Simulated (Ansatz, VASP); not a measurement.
Two plane-wave programs on V

File INCAR:

```
SYSTEM = V
ALGO = Normal
EDIFF = 1E-6
ENCUT = 520
GGA = PS
ISIF = 2
ISMEAR = -1
LASPH = .TRUE.
LCHARG = .TRUE.
LELF = .TRUE.
LREAL = .FALSE.
LVHAR = .TRUE.
LWAVE = .FALSE.
NBANDS = 12
NELM = 60
PREC = Accurate
SIGMA = 0.1
```

The input KPOINTS:

```
k-points
0
G
  16 16 16
  0 0 0
```

File POSCAR:

```
V
1.0
    0.0000000000      1.8340173127      1.8340173127
    1.8340173127      0.0000000000      1.8340173127
    1.8340173127      1.8340173127      0.0000000000
V
1
Direct
    0.0000000000      0.0000000000      0.0000000000
```

Input for Ansatz:

```yaml
crystal:
  lattice:
    - [0.0, 1.8340173127, 1.8340173127]
    - [1.8340173127, 0.0, 1.8340173127]
    - [1.8340173127, 1.8340173127, 0.0]
  atoms:
    - { symbol: V, position: [0.0, 0.0, 0.0] }
hamiltonian:
  xc: pbesol
  pseudopotentials:
    kind: paw
    azcp:
      V: "pseudopotentials/V.paw.azcp"
basis:
  ecutwfc: 420
  fft_grid_basis: typed
kpoints:
  mp_grid: { grid: [16, 16, 16], shift: [0, 0, 0] }
magnetization:
  spin_polarized: false
scf:
  occupations: { method: fermi_dirac, width: 0.1 }
  lower_state_search: "off"
output:
  stress: true
```

Alike in both runs: task single point; functional PBEsol; k mesh 16 × 16 × 16; occupations fermi-dirac, width 0.1 eV; no spin polarisation.

```csv
,VASP,Ansatz
version,VASP 6.6.1,Ansatz 0.2.0
potentials or method,"VASP PAW PBE potentials, release 64 (V_sv)","plane waves (420 eV) with PAW, scalar-relativistic"
plane-wave cutoff (eV),520,420
valence electrons in the cell,13,13
```

|  | VASP | Ansatz | Ansatz less VASP |
| --- | --- | --- | --- |
| pressure (GPa) | 18.6 | 18.4 | -0.24 |

Ansatz warned: «pseudo_functional_mismatch».

Caveats: so large a pressure means that the cell lies far from this level's equilibrium, or that cutoff or potentials fall short (VASP); the potentials were made for another functional, which shifts forces and pressure (VASP).
